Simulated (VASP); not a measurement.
# Sr (P6_3/mmc) in VASP: single point with LDA

Aim: the single point of Sr with LDA.

Everything below comes from runs of VASP 6.6.1. Logs are shortened: lines on timing, memory, paths and dates and some standing lists are left out, and cuts for length are marked.

## (1) The structure

It takes space group P6_3/mmc (No. 194, hexagonal). Conventional cell: a = 4.310 Å, b = 4.310 Å, c = 7.050 Å, α = 90.00°, β = 90.00°, γ = 120.00°. Around Sr (site symmetry -6m2) lie 12 Sr at 4.31 Å.

This isn't the form of Sr at room conditions, which is fcc.

## (2) Single point, LDA

Contents of INCAR:

```
ALGO = Normal
EDIFF = 1E-6
ENCUT = 520
GGA = CA
ISIF = 2
ISMEAR = 0
LASPH = True
LCHARG = True
LELF = True
LREAL = False
LVHAR = True
LWAVE = False
NBANDS = 17
NELM = 100
PREC = Accurate
SIGMA = 0.1
```

Contents of KPOINTS:

```
k-points
0
Gamma
  6 6 4
```

Contents of POSCAR:

```
Sr
1.0
    4.3100002207      0.0000000000      0.0000000000
   -2.1550001104      3.7325696814      0.0000000000
    0.0000000000      0.0000000000      7.0500000000
Sr
2
Direct
    0.3333333333      0.6666666667      0.2500000000
    0.6666666667      0.3333333333      0.7500000000
```

Potentials or basis: VASP PAW LDA potentials, release 64 (Sr_sv).

Launch:

```console
$ cat potpaw_LDA.64/Sr_sv/POTCAR > POTCAR
$ mpirun -np 1 vasp_std > vasp.out
```

OUTCAR:

```text
EDIFF = 1E-6
   ENCUT = 520
   GGA = CA
   ISIF = 2
   ISMEAR = 0
   LASPH = True
   LREAL = False
   NELM = 100
   PREC = Accurate

 ion  position               nearest neighbor table
   1  0.333  0.667  0.250-   2 4.31   2 4.31   2 4.31   2 4.31   2 4.31   2 4.31
   2  0.667  0.333  0.750-   1 4.31   1 4.31   1 4.31   1 4.31   1 4.31   1 4.31

  LATTYP: Found a hexagonal cell.
 ALAT       =     4.3100002207
 C/A-ratio  =     1.6357307747

  Lattice vectors:

 A1 = (   4.3100002207,   0.0000000000,   0.0000000000)
 A2 = (  -2.1550001104,   3.7325696814,   0.0000000000)
 A3 = (   0.0000000000,   0.0000000000,   7.0500000000)

Analysis of symmetry for initial positions (statically):
=====================================================================
 Subroutine PRICEL returns:
 Original cell was already a primitive cell.

 Routine SETGRP: Setting up the symmetry group for a
 hexagonal supercell.

 Subroutine GETGRP returns: Found 24 space group operations
 (whereof 12 operations were pure point group operations)
 out of a pool of 24 trial point group operations.

The static configuration has the point symmetry D_3d.
 The point group associated with its full space group is D_6h.

Analysis of symmetry for dynamics (positions and initial velocities):
=====================================================================
 Subroutine PRICEL returns:
 Original cell was already a primitive cell.

 Routine SETGRP: Setting up the symmetry group for a
 hexagonal supercell.

 Subroutine GETGRP returns: Found 24 space group operations
 (whereof 12 operations were pure point group operations)
 out of a pool of 24 trial point group operations.

The dynamic configuration has the point symmetry D_3d.
 The point group associated with its full space group is D_6h.

 Subroutine INISYM returns: Found 24 space group operations
 (whereof 12 operations are pure point group operations),
 and found     1 'primitive' translations

----------------------------------------------------------------------------------------

                                     Primitive cell

  volume of cell :     113.4160

  direct lattice vectors                    reciprocal lattice vectors
     4.310000221  0.000000000  0.000000000     0.232018550  0.133955972  0.000000000
    -2.155000110  3.732569681  0.000000000     0.000000000  0.267911944  0.000000000
     0.000000000  0.000000000  7.050000000     0.000000000  0.000000000  0.141843972

  length of vectors
     4.310000221  4.310000221  7.050000000     0.267911944  0.267911944  0.141843972

  position of ions in fractional coordinates (direct lattice)
     0.333333333  0.666666667  0.250000000
     0.666666667  0.333333333  0.750000000

  ion indices of the primitive-cell ions
   primitive index   ion index
                 1           1
                 2           2

----------------------------------------------------------------------------------------

 KPOINTS: k-points

Automatic generation of k-mesh.
 Grid dimensions read from file:
 generate k-points for:    6    6    4

 Generating k-lattice:

  Cartesian coordinates                     Fractional coordinates (reciprocal lattice)
     0.038669758  0.022325995  0.000000000     0.166666667  0.000000000  0.000000000
     0.000000000  0.044651991  0.000000000     0.000000000  0.166666667  0.000000000
     0.000000000  0.000000000  0.035460993     0.000000000  0.000000000  0.250000000

  Length of vectors
     0.044651991  0.044651991  0.035460993

  Shift w.r.t. Gamma in fractional coordinates (k-lattice)
     0.000000000  0.000000000  0.000000000

 Subroutine IBZKPT returns following result:
 ===========================================

 Found     21 irreducible k-points:

 Following reciprocal coordinates:
            Coordinates               Weight
  0.000000  0.000000  0.000000      1.000000
  0.166667 -0.000000  0.000000      6.000000
  0.333333 -0.000000  0.000000      6.000000
  0.500000  0.000000  0.000000      3.000000
  0.166667  0.166667  0.000000      6.000000
  0.333333  0.166667  0.000000     12.000000
[... 13 lines left out ...]
  0.333333  0.166667  0.500000     12.000000
  0.333333  0.333333  0.500000      2.000000
   k-points           NKPTS =     21   k-points in BZ     NKDIM =     21   number of bands    NBANDS=     17
   number of dos      NEDOS =    301   number of ions     NIONS =      2
   total plane-waves  NPLWV =  55296
   dimension x,y,z NGX =    32 NGY =   32 NGZ =   54
   dimension x,y,z NGXF=    64 NGYF=   64 NGZF=  108
   ions per type =               2
   NGX,Y,Z   is equivalent  to a cutoff of  12.34, 12.34, 12.73 a.u.
   NGXF,Y,Z  is equivalent  to a cutoff of  24.69, 24.69, 25.47 a.u.
 SYSTEM =  unknown system
   PREC   = accura    normal or accurate (medium, high low for compatibility)
   ISTART =      0    job   : 0-new  1-cont  2-samecut
   ICHARG =      2    charge: 1-file 2-atom 10-const
   ISPIN  =      1    spin polarized calculation?
   LNONCOLLINEAR =      F non collinear calculations
   LSORBIT =      F    spin-orbit coupling
   LASPH  =      T    aspherical Exc in radial PAW
   ENCUT  =  520.0 eV  38.22 Ry    6.18 a.u.   8.01  8.01 13.11*2*pi/ulx,y,z
   NELM   =    100;   NELMIN=  2; NELMDL= -5     # of ELM steps
   EDIFF  = 0.1E-05   stopping-criterion for ELM
   LREAL  =      F    real-space projection
   EDIFFG = 0.1E-04   stopping-criterion for IOM
   NSW    =      0    number of steps for IOM
   IBRION =     -1    ionic relax: 0-MD 1-quasi-New 2-CG
   NFREE  =      0    steps in history (QN), initial steepest desc. (CG)
   ISIF   =      2    stress and relaxation
   ISYM   =      2    0-nonsym 1-usesym 2-fastsym
   POTIM  = 0.5000    time-step for ionic-motion
   TEBEG  =    0.0;   TEEND  =   0.0 temperature during run
   PSTRESS=    0.0 pullay stress
   NELECT =      20.0000    total number of electrons
   NUPDOWN=      -1.0000    fix difference up-down
   EMIN   =  10.00;   EMAX   =-10.00  energy-range for DOS
   EFERMI =   0.00;   METHOD = LEGACY
   ISMEAR =     0;   SIGMA  =   0.10  broadening in eV -4-tet -1-fermi 0-gaus
   EFERMI_NEDOS =   21; number of points for ismear=-14 and -15
   IALGO  =     38    algorithm
   IMIX   =      4    mixing-type and parameters
     AMIX     =   0.40;   BMIX     =  1.00
     AMIX_MAG =   1.60;   BMIX_MAG =  1.00
  volume/ion in A,a.u.               =      56.71       382.68
  Fermi-wavevector in a.u.,A,eV,Ry     =   0.918037  1.734838 11.466873  0.842791
  Thomas-Fermi vector in A             =   2.043073
   LORBIT       =      0    0 simple, 1 ext, 2 COOP (PROOUT), +10 PAW based schemes
   GGA     = CA    functional components
   LHFCALC =     F    Hartree Fock is set to
   AEXX    =    0.0000 exact exchange contribution
   IVDW    =     0    specifies the selected vdW correction
   LEPSILON=     F    determine dielectric tensor
   LRPA    =     F    only Hartree local field effects (RPA)
 non-spin polarized calculation
 Gauss-broadening in eV      SIGMA  =   0.10
  energy-cutoff  :      520.00
  volume of cell :      113.42
 maximum number of plane-waves:      3090
   NGX = 17   NGY = 17   NGZ = 27

 number of electron      20.0000000 magnetization

 Free energy of the ion-electron system (eV)
  ---------------------------------------------------
  ext. energy  EPLUGINS =         0.00000000
  ---------------------------------------------------
  free energy    TOTEN  =        -3.68115782 eV

  energy without entropy =       -3.66235237  energy(sigma->0) =       -3.67175509

 E-fermi :   1.3344     XC(G=0):  -7.4605

 val. band max:        1.3205458902   @ k =   0.3333   0.1667   0.0000
 cond. band min:       1.3572921193   @ k =   0.3333  -0.0000   0.0000
 fundamental gap:      0.0367462291
 Fermi energy:         1.3343885863

 k-point     1 :       0.0000    0.0000    0.0000
  band No.  band energies     occupation
      1     -35.1917      2.00000
      2     -35.1794      2.00000
      3     -17.3623      2.00000
      4     -17.2039      2.00000
      5     -17.2039      2.00000
      6     -17.1828      2.00000
[... 9 lines left out ...]
     16       3.8847      0.00000
     17       4.3753      0.00000

 k-point     2 :       0.1667   -0.0000    0.0000
  band No.  band energies     occupation
      1     -35.1889      2.00000
      2     -35.1780      2.00000
      3     -17.3469      2.00000
      4     -17.2384      2.00000
      5     -17.2147      2.00000
      6     -17.2146      2.00000
[... 9 lines left out ...]
     16       3.9431      0.00000
     17       4.0674      0.00000

 k-point     3 :       0.3333   -0.0000    0.0000
  band No.  band energies     occupation
      1     -35.1829      2.00000
      2     -35.1758      2.00000
      3     -17.3101      2.00000
      4     -17.3080      2.00000
      5     -17.2826      2.00000
      6     -17.2352      2.00000
[... 9 lines left out ...]
     16       4.6610      0.00000
     17       4.8413      0.00000

 k-point     4 :       0.5000    0.0000    0.0000
  band No.  band energies     occupation
      1     -35.1793      2.00000
      2     -35.1752      2.00000
      3     -17.3429      2.00000
      4     -17.3155      2.00000
      5     -17.2832      2.00000
      6     -17.2451      2.00000
[... 9 lines left out ...]
     16       5.4516      0.00000
     17       5.9934      0.00000
[... 283 lines left out ...]
      1     -35.1804      2.00000
      2     -35.1804      2.00000
      3     -17.3049      2.00000
      4     -17.3049      2.00000
      5     -17.2337      2.00000
      6     -17.2337      2.00000
[... 9 lines left out ...]
     16       3.9374      0.00000
     17       5.0513      0.00000

 k-point    20 :       0.3333    0.1667    0.5000
  band No.  band energies     occupation
      1     -35.1772      2.00000
      2     -35.1772      2.00000
      3     -17.3366      2.00000
      4     -17.3366      2.00000
      5     -17.2537      2.00000
      6     -17.2537      2.00000
[... 9 lines left out ...]
     16       3.9452      0.00000
     17       5.4371      0.00000

 k-point    21 :       0.3333    0.3333    0.5000
  band No.  band energies     occupation
      1     -35.1762      2.00000
      2     -35.1762      2.00000
      3     -17.3241      2.00000
      4     -17.3241      2.00000
      5     -17.2874      2.00000
      6     -17.2874      2.00000
[... 9 lines left out ...]
     16       4.0376      0.00000
     17       5.2501      0.00000

------------------------ aborting loop because EDIFF is reached ----------------------------------------

  FORCE on cell =-STRESS in cart. coord.  units (eV):
  Direction    XX          YY          ZZ          XY          YZ          ZX
  --------------------------------------------------------------------------------------
  -------------------------------------------------------------------------------------
  Total       -1.0713641     -1.0713641     -1.1426163      0.0000000      0.0000000      0.0000000
  in kB      -15.1346833    -15.1346833    -16.1412316      0.0000000      0.0000000      0.0000000
  external PRESSURE =     -15.4701994 kB  Pullay stress =       0.0000000 kB

 VOLUME and BASIS-vectors are now :
 -----------------------------------------------------------------------------
  energy-cutoff  :      520.00
  volume of cell :      113.42
      direct lattice vectors                 reciprocal lattice vectors
     4.310000221  0.000000000  0.000000000     0.232018550  0.133955972  0.000000000
    -2.155000110  3.732569681  0.000000000     0.000000000  0.267911944  0.000000000
     0.000000000  0.000000000  7.050000000     0.000000000  0.000000000  0.141843972

 POSITION                                       TOTAL-FORCE (eV/Angst)
 -----------------------------------------------------------------------------------
     -0.00000      2.48838      1.76250        -0.000000     -0.000000      0.000000
      2.15500      1.24419      5.28750         0.000000      0.000000      0.000000
 -----------------------------------------------------------------------------------
    total drift:                               -0.000000      0.000000     -0.000000

  FREE ENERGIE OF THE ION-ELECTRON SYSTEM (eV)
  ---------------------------------------------------
  free  energy   TOTEN  =        -3.6811578168 eV

  energy  without entropy=       -3.6623523687  energy(sigma->0) =       -3.67175509
```

Wall time 12 s (1 thread of Intel Xeon 6975P-C (Granite Rapids), shared host); peak memory 0.19 GiB.

Results:

* Free energy: -3.6812 eV
* Pressure: -1.5 GPa
* Band gap on the k mesh: none (metal or under the smearing width)

Stress tensor (GPa, compression positive):
```
-1.51  0.00  0.00
 0.00 -1.51  0.00
 0.00  0.00 -1.61
```

Levels at points of the mesh, in eV from the Fermi level:
| k point | band 6 | band 7 | band 8 | band 9 | band 10 | band 11 | band 12 | band 13 | band 14 | band 15 |
| --- | --- | --- | --- | --- | --- | --- | --- | --- | --- | --- |
| (0.00, 0.00, 0.00) | -18.52 | -18.51 | -18.51 | -3.63 | -1.18 | 0.07 | 2.15 | 2.17 | 2.17 | 2.55 |
| (0.50, 0.00, 0.00) | -18.58 | -18.56 | -18.54 | -1.16 | -0.54 | 0.07 | 0.22 | 1.25 | 1.79 | 2.06 |
| (0.00, 0.00, 0.50) | -18.53 | -18.53 | -18.53 | -2.71 | -2.71 | 1.20 | 1.20 | 2.16 | 2.16 | 2.16 |
| (0.50, 0.00, 0.50) | -18.56 | -18.56 | -18.56 | -0.84 | -0.84 | 0.24 | 0.24 | 1.25 | 1.25 | 2.83 |
